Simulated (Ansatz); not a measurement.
The structure comes from a relaxation in the same program, started in the diamond type, and has space group Fd-3m. Whether it is a known phase or the ground state wasn't checked.

C: DFT, PBE, all-electron PAW with datasets made for the crystal, scalar-relativistic (Ansatz 0.2.0).

Command: `ansatz run input.yaml --threads 1 --pin off --max-ram 2048MiB --backend cpu --events-out ev --progress --plain --runs-dir out` The run took about 20 s on 1 thread of a shared machine.

```yaml
crystal:
  lattice:
    - [0.0, 1.7857835701, 1.7857835701]
    - [1.7857835701, 0.0, 1.7857835701]
    - [1.7857835701, 1.7857835701, 0.0]
  atoms:
    - { symbol: C, position: [0.0, 0.0, 0.0] }
    - { symbol: C, position: [0.25, 0.25, 0.25] }
kpoints:
  mp_grid: { grid: [13, 13, 13] }
  band_path:
    path:
      - [0.0, 0.0, 0.0]
      - [0.5, 0.0, 0.5]
      - [0.625, 0.25, 0.625]
      - [0.375, 0.375, 0.75]
      - [0.0, 0.0, 0.0]
      - [0.5, 0.5, 0.5]
      - [0.5, 0.25, 0.75]
      - [0.5, 0.0, 0.5]
    npoints: 8
scf:
  occupations: { method: fermi_dirac, width: 0.05 }
hamiltonian:
  xc: pbe
  pseudopotentials: { kind: all_electron, datasets: crystal }
output:
  forces: true
  stress: true
  eigenvalues: true
  efg: { contact_densities: true }
```

Output:

```
hamiltonian.pseudopotentials.datasets: crystal makes datasets for this crystal and solves the spheres of its atoms anew in each pass: cutoff 540.0 eV, the density's 2160.0 eV; for an error of 0.50 meV an atom under PBE, 1.0 meV for the cell; an energy difference from a run of another recipe may be off by several times the error for the cell, under r2SCAN by more, where some 0.1 meV an atom stays at smaller errors; C in spheres of 0.773 Å, 4 of its electrons in bands
Engine: ansatz 0.2.0
Pseudopotentials: kind: all_electron
Pseudopotential: C, paw, valence charge 4, recommended cutoff 540 eV (normal), Koelling and Harmon's equation, gaussian nucleus
Functional definition: PBE
  parameter kappa = 0.804
  parameter beta = 0.06672455060314922
  exchange = pbe_x(kappa = kappa, mu = beta*pi^2/3)
  correlation = pbe_c(beta = beta)
Crystal: 2 atoms, lattice volume = 11.390 Å³
Basis set: ecut = 540 eV, 331 PW (Γ), exchange–correlation on 40×40×40 points (8 copies of the dense FFT grid, shifted against one another)
Bands: 8, of which v1, the nominal top of the filled ones, is band 4 counted from 1 (3 counted from 0)
Symmetry: 48 space group operations
Space group: Fd-3m (ITA 227), of the structure as read, at distance tolerance 2.2e-5 Å
k-points: 84 of 2197
Non-local potential: C, projectors of the file, l = 0: 1, l = 1: 1
PAW form: soft (Blöchl's): semilocal exchange-correlation on the pseudo side does not see the compensation charge
PAW one-centre angular grid: C, 110 points (default); XC on its mesh's 1883 points in the sphere
Initial density: superposition of atomic densities (neutral atoms: chi_scale 0, normalization atom)
Initial wavefunctions: pseudopotential atomic-orbital guess
Functional: x = pbe(κ = 0.804, μ = 0.2195149727645171), c = pbe(β = 0.06672455060314922)
iter 1 solved again at ethr=2.02e-2 eV; its pass at ethr=1.00e-1 eV (dr2=1.62e0 eV) is discarded
SCF iter   1: F=—  HF=-2073.871079 eV  |F-HF|=—  |Δ(HF+E_count)|=         —  Δρ=1.46e-1  dr2=1.66e0  ethr=2.02e-2  ⟨swp⟩=2.0  Hψ=4032  notcnv=0
preconditioner: auto → none  [insulator: Δε(μ)=4.763 eV  Ē_g=19.640 eV  σ=0.050 eV  W_gap=1.00  n_scr=0 (ndim 8)  ℏωp=31.1 eV  f_vac=0.000  D(μ)=0.00/eV (n_scr^D=0)  ε∞_Penn≈3.5]
SCF iter   2: F=—  HF=-2073.472115 eV  |F-HF|=—  |Δ(HF+E_count)|=   3.99e-1  Δρ=5.85e-2  dr2=2.32e-1  ethr=2.02e-2  ⟨swp⟩=2.6  Hψ=1398  notcnv=0
iter 3 solved again at ethr=9.35e-6 eV; its pass at ethr=2.91e-3 eV (dr2=7.48e-4 eV) is discarded
SCF iter   3: F=—  HF=-2073.467075 eV  |F-HF|=—  |Δ(HF+E_count)|=   5.04e-3  Δρ=5.06e-3  dr2=7.95e-4  ethr=9.35e-6  ⟨swp⟩=3.0  Hψ=3658  notcnv=0
SCF iter   4: F=—  HF=-2073.468436 eV  |F-HF|=—  |Δ(HF+E_count)|=   1.36e-3  Δρ=1.43e-3  dr2=6.00e-5  ethr=9.35e-6  ⟨swp⟩=2.0  Hψ=1010  notcnv=0
SCF iter   5: F=—  HF=-2073.468638 eV  |F-HF|=—  |Δ(HF+E_count)|=   2.02e-4  Δρ=1.21e-4  dr2=3.32e-7  ethr=7.50e-7  ⟨swp⟩=3.0  Hψ=1834  notcnv=0
SCF iter   6: F=-2073.468633 eV  HF=-2073.468633 eV  |F-HF|=4.92e-8  |Δ(HF+E_count)|=   4.58e-6  Δρ=3.33e-5  dr2=8.87e-9  ethr=4.16e-9  ⟨swp⟩=3.0  Hψ=1353  notcnv=0
SCF 1 converged in 6 iterations: F = -2073.468631 eV  dr2 = 8.87e-9
  Residual-converged pass: ⟨swp⟩=3.1  Hψ=1214  notcnv=0  max |occ|·‖R‖ = 5.3e-6 eV (tolerance 5.3e-6 eV)  dr2=8.83e-9  dr2_onsite=2.39e-9  max |Δocc| = 0.0e0
  greatest PAW one-centre occupation: 0.349 electrons in one spin orbital (limit 2), on the C atom at site 1 (counted from 0), in its partial waves of l = 0
NSCF: frozen V_eff on 57 k-points
SCF converged after 6 iterations
Free energy (F): -2073.468631 eV
Harris-Foulkes:  -2073.468631 eV  (|F-HF|=4.92e-8)
Internal energy: -2073.468631 eV  (E = F + TS)
E sigma→0 (E₀):  -2073.468631 eV
Past the cutoff: the bands carry plane waves up to 1.75 times it, of which those up to 1.5 times it add -0.000178 eV an atom, each by itself; the spheres take 0.000103 eV an atom off the energy for waves past 1.75 times it
By the cutoff:   a pressure is off by up to 0.008 GPa (1.2 times the spheres' own share and the shells' term, over an atom's volume, and 0.004 GPa: a bound that held against runs at twice the plane waves)
Past the cutoffs: a stress includes 0.0020 GPa for waves and charges beyond them, in addition to the slope of what the spheres take
In the spheres:  the bands' charges fall short by 1.4e-6 e at most (sound up to 1e-3)
Fermi energy:    15.602598 eV
--- Per-component energies (eV) ---
  The terms above E_closure are by the made datasets' own strengths, without shells solved beside the bands.
--- Forces (eV/Å), atoms counted from 1 ---
  atom   1  C      0.00000000     0.00000000     0.00000000
  atom   2  C     -0.00000000    -0.00000000     0.00000000
  max |Σ_I F_I| component: 4.63e-17 eV/Å
--- Stress (GPa, compression-positive) ---
       -0.018632       0.000000      -0.000000
        0.000000      -0.018632       0.000000
       -0.000000       0.000000      -0.018632
  P = ⅓ Tr σ = -0.0186 GPa (-0.186 kbar)
--- PAW observables at the nuclei: V_zz in 10²¹ V/m², potentials from the cell's mean, atoms counted from 1 ---
  atom   1  C  V_zz =    -0.000000   η = 0.0000   by run symmetry: forbidden
            electrostatic potential = -419.133595 V   contact ρ = 866.458806 e/Å³
  atom   2  C  V_zz =    -0.000000   η = 0.0000   by run symmetry: forbidden
            electrostatic potential = -419.133595 V   contact ρ = 866.458806 e/Å³
--- Band table (eV; the first three rows and the last of 84) ---
  k-point 0: bands = ["-7.8613", "13.5539", "13.5539", "13.5539", "19.1427", "19.1427"]
  k-point 1: bands = ["-7.6980", "12.4935", "13.2769", "13.2769", "19.5057", "19.5057"]
  k-point 2: bands = ["-7.2098", "10.2333", "12.6515", "12.6515", "20.3289", "20.3289"]
  k-point 83: bands = ["0.8051", "2.2505", "4.9462", "5.9222", "23.7382", "23.8140"]
```
